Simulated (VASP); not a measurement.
Input of a VASP 6.6.1 run:

Contents of INCAR:

```
ALGO     = Fast           # electronic algorithm
EDIFF    = 1E-6           # SCF threshold, eV
ENCUT    = 520            # plane-wave cutoff, eV
GGA      = PE             # functional
ISIF     = 2              # what is computed and relaxed
ISMEAR   = -1             # smearing method
LASPH    = True           # aspherical terms in the spheres
LCHARG   = False          # write CHGCAR
LREAL    = False          # projectors in reciprocal space
LWAVE    = False          # write WAVECAR
NBANDS   = 11             # bands
NELM     = 60             # most SCF steps
PREC     = Accurate       # precision mode
SIGMA    = 0.02           # smearing width, eV
```

KPOINTS

```
k-points
0
Gamma
  8 8 8
```

Contents of POSCAR:

```
MgSe
1.0
    0.0000000000      2.6213461284      2.7362694451
    2.6213461284      0.0000000000      2.7362694451
    2.6213461284      2.6213461284      0.0000000000
Mg Se
1 1
Direct
    0.0000000000      0.0000000000      0.0000000000
    0.5000000000      0.5000000000      0.5000000000
```

Potentials or basis: VASP PAW PBE potentials, release 64 (Mg, Se).

Launch:

```console
$ cat potpaw_PBE.64/Mg/POTCAR potpaw_PBE.64/Se/POTCAR > POTCAR
$ mpirun -np 1 vasp_std > vasp.out
```

What does it give for the pressure?

8.1 GPa.

What does it give for the band gap on the k mesh?

1.74 eV, indirect (least direct gap 3.00 eV).

Stress tensor (GPa, compression positive):
```
9.99 0.00 0.00
0.00 9.99 0.00
0.00 0.00 4.38
```

A k mesh can miss the band edges.
